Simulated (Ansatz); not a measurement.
System: zinc-blende ZnTe. Method: Hartree–Fock (PAW; Ansatz, a quantum-chemistry and plane-wave program).

Settings: plane-wave cutoff 460 eV, 8×8×8 k mesh, Fermi–Dirac smearing 0.01 eV, scalar-relativistic PAW data made under PBE.

Properties against volume:

| V (Å³/atom) | P (GPa) | direct gap at Γ (eV) |
|---|---|---|
| 30.436 | 2.43 | 7.975 |
| 31.448 | 0.80 | 7.760 |
| 32.038 | -0.03 | 7.639 |
| 32.839 | -1.05 | 7.479 |
| 33.640 | -1.94 | 7.325 |

A straight line through the gaps at Γ against ln V gives a volume deformation potential dE_g(Γ)/d ln V of -6.5 eV: the gap at Γ widens under compression.

Measured, for comparison: band gap 2.43 eV (zero-point renormalisation of 40 meV (experimental, the table's column) added back here, direct; inputs from Miglio et al. (2020), arXiv:2011.12765).

Note: the cell is over a tenth larger than the published one (another phase or state, or a fault of the published cell, is possible).

Spin–orbit coupling is not included; with these elements it can move the gap by several tenths of an eV or more.
